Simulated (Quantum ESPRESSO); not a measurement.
The system is CdO (Monteponite).

```xyz
2
Lattice="0.0000 2.3495 2.3495 2.3495 0.0000 2.3495 2.3495 2.3495 0.0000" Properties=species:S:1:pos:R:3 pbc="T T T"
Cd    0.0000    0.0000    0.0000
O     2.3495    2.3495    2.3495
```

Program: Quantum ESPRESSO 7.5. Alike in all runs: task band structure; potentials or basis SG15 PBE 1.2; no spin polarisation; cell as given; k mesh 10 × 10 × 10; cutoff (eV) 1197; smearing fermi-dirac 0.05 eV.

Task: Order these runs on this cell by their pressure, lowest first.
A. level RPBE
B. level LDA; form of the LDA correlation PZ81
C. level PBEsol
D. level EV93PW91

Result: B (-6.8 GPa), C (-0.8 GPa), A (11.3 GPa), D (28.9 GPa).

Caveats: the potentials were made for another functional, which shifts forces and pressure; the potentials were made for a functional far from this one (some runs); a pressure of tens of GPa on the cell as given is suspect, and the run, the potentials or the cell itself is likely at fault (some runs).

Runs at the PBE level aren't shown here.
